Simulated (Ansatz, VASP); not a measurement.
# One calculation of SnO2 (kscan), two programs

```
Sn O
1.0
     4.73735    0.00000    0.00000
     0.00000    4.73735    0.00000
     0.00000    0.00000    3.18640
Sn O
2 4
Cartesian
  0.0000 0.0000 0.0000
  2.3687 2.3687 1.5932
  1.4478 1.4478 0.0000
  0.9208 3.8165 1.5932
  3.2895 3.2895 0.0000
  3.8165 0.9208 1.5932
```

Alike in both runs: task single point; functional r2SCAN; k mesh 4 × 4 × 6; occupations gaussian, width 0.1 eV; no spin polarisation.

|  | VASP | Ansatz |
| --- | --- | --- |
| version | VASP 6.6.1 | Ansatz 0.2.0 |
| potentials or method | VASP PAW PBE potentials, release 64 (Sn_d, O) | scalar-relativistic, plane waves, PAW |
| plane-wave cutoff (eV) | 520 | 500 |
| valence electrons in the cell | 52 | 52 |

```tsv
	VASP	Ansatz	Ansatz less VASP
gap on the k mesh at the Fermi level (eV)	1.96	1.95	-0.011
least direct gap on the mesh (eV)	1.96	1.95	-0.011
pressure (GPa)	4.2	2.9	-1.34
largest component of the traceless stress (GPa)	0.82	0.45	-0.368
rms of the force components (eV/Å)	0.014	0.001	-0.0136
```

Atom by atom the forces differ by 0.014 eV/Å (rms over components).

Caveats: the PAW data sets were made with another functional, which shifts forces and pressure a little (VASP); spin-orbit coupling is left out, which moves the levels of the heavy elements. r2SCAN opens gaps a little over a GGA but as a rule still falls short of measured ones.
